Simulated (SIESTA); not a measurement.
An input for SIESTA 5.4.2 (C):

The input C.fdf:

```
SystemName                      Diamond
SystemLabel                     C
NumberOfSpecies                 1
NumberOfAtoms                   2
%block ChemicalSpeciesLabel
  1   6 C
%endblock ChemicalSpeciesLabel

LatticeConstant                 1.0 Ang
%block LatticeVectors
     0.0000000000     1.7833700000     1.7833700000
     1.7833700000     0.0000000000     1.7833700000
     1.7833700000     1.7833700000     0.0000000000
%endblock LatticeVectors
AtomicCoordinatesFormat         Ang
%block AtomicCoordinatesAndAtomicSpecies
     2.6750550000     2.6750550000     2.6750550000  1
     1.7833700000     1.7833700000     1.7833700000  1
%endblock AtomicCoordinatesAndAtomicSpecies

%block kgrid.MonkhorstPack
   13   0   0  0.0
    0  13   0  0.0
    0   0  13  0.0
%endblock kgrid.MonkhorstPack
XC.Functional                   GGA
XC.Authors                      PBE
PAO.BasisSize                   DZP
PAO.EnergyShift                 0.003 Ry
Mesh.Cutoff                     500 Ry
OccupationFunction              FD
ElectronicTemperature           0.05 eV
MaxSCFIterations                50
SCF.MustConverge                false
SCF.Mixer.Method                Pulay
SCF.Mixer.Weight                0.25
SCF.Mixer.History               8
SCF.DM.Tolerance                5.0e-05
SCF.H.Tolerance                 1.0e-03 eV
WriteForces                     true
Charge.Mulliken                 end
Spin                            spin-orbit
```

Potentials or basis: PseudoDojo 0.4 standard (PBE files), DZP (energy shift 0.003 Ry).

The run is started by

```bash
$ siesta < C.fdf > C.out 2>&1
```

How does this run end?

The run stopped without a result. It printed:

C.out:

```text
Version         : 5.4.2

                           ***********************
                           *  WELCOME TO SIESTA  *
                           ***********************

 NOTE: Siesta V5 introduces some new defaults for basis-set generation
 NOTE: which might lead to slightly different numerical results.
 NOTE: Please see the manual for full details and compatibility measures.

[... 123 lines left out ...]

xc_check: Exchange-correlation functional:
xc_check: GGA Perdew, Burke & Ernzerhof 1996
Got Vlocal (oncv-fit) from psml data
Choosing vlocal chloc cutoff:  3.560943
qtot up to nchloc:    4.00004673
atom: Maximum radius for chlocal:    3.56094
atom: Maximum radius for r*vlocal+2*Zval:    3.56094
Reading KB projs from C psml data
The PSML file does not contain lj projs
Stopping Program from Node:    0
The PSML file does not contain lj projs
Stopping Program from Node:    0
```
